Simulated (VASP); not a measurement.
The system is CdS (Greenockite).

```
Cd S
1.0
     4.15000    0.00000    0.00000
    -2.07500    3.59401    0.00000
     0.00000    0.00000    6.73700
Cd S
2 2
Direct
  0.66667 0.33333 0.50000
  0.33333 0.66667 0.00000
  0.66667 0.33333 0.87500
  0.33333 0.66667 0.37500
```

Program: VASP 6.6.1. Alike in all runs: task band structure; potentials or basis VASP PAW PBE potentials, release 64 (Cd, S); cell as given; cutoff (eV) 520; smearing fermi-dirac 0.05 eV. Hardware: 1 thread of Intel(R) Xeon(R) Platinum 8259CL CPU @ 2.50GHz (Skylake/Cascade Lake), on a shared host.

Order these runs on this cell by their wall time, lowest first.
A. level LAK; spin off; k mesh 7 × 7 × 4
B. level LMBJ; spin off; k mesh 7 × 7 × 4
C. level TB-mBJ; spin SOC, no magnetisation; k mesh 5 × 5 × 3

B (280 s), A (640 s), C (1600 s).

Runs at the PBE level aren't shown here.
